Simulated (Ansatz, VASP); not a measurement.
# GaAs: VASP beside Ansatz

```
Ga As
1.0
     0.00000    2.67780    2.67780
     2.67780    0.00000    2.67780
     2.67780    2.67780    0.00000
Ga As
1 1
Direct
  0.00000 0.00000 0.00000
  0.50000 0.50000 0.50000
```

The cell was built by a generator and needn't be a form met in nature.

Alike in both runs: task single point; functional PBE; k mesh 9 × 9 × 9; occupations fermi-dirac, width 0.05 eV; no spin polarisation.

|  | VASP | Ansatz |
| --- | --- | --- |
| version | VASP 6.6.1 | Ansatz 0.2.0 |
| potentials or method | VASP PAW PBE potentials, release 64 (Ga_d, As) | Ansatz PAW |
| plane-wave cutoff (eV) | 520 | 420 |
| valence electrons in the cell | 18 | 28 |

```tsv
	VASP	Ansatz	Ansatz less VASP
gap on the k mesh at the Fermi level (eV)	none	none	-
pressure (GPa)	1.7	1.5	-0.22
```

A gap of «none» marks a metal or a gap that the smearing closes. The two sets of potentials don't hold the same shells in valence.
